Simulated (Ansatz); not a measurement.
Pb: equation of state with LDA

Crystal: Pb.

```
Pb
1.0
     0.00000    2.47502    2.47502
     2.47502    0.00000    2.47502
     2.47502    2.47502    0.00000
Pb
1
Direct
  0.00000 0.00000 0.00000
```

```yaml
Program: Ansatz 0.2.0
Task: equation of state
Functional: LDA
Potentials_or_basis: all-electron LAPW, scalar-relativistic
Basis_error_allowed: 0.001 eV/atom
k_mesh: 9 × 9 × 9
Occupations: fermi-dirac, width 0.05 eV
Spin: no spin polarisation
```

The equilibrium volume is 29.00 Å³/atom. The bulk modulus is 55 GPa and the pressure derivative of the bulk modulus is 5.4.

Energy against volume, from the lowest point:
```tsv
volume (Å³/atom)	energy (meV/atom)
28.503	1.41
29.110	0.00
29.716	2.81
30.323	9.31
30.929	19.03
31.535	31.56
32.142	46.57
```

All runs of the series together: 23 s on 1 thread of Arm Neoverse V1, with other jobs on the host.

The cell as given is a measured one (30.32 Å³/atom); LDA puts the equilibrium volume -4.4 % from it, thermal expansion not counted.

Spin-orbit coupling is left out, which matters for the levels of Pb.
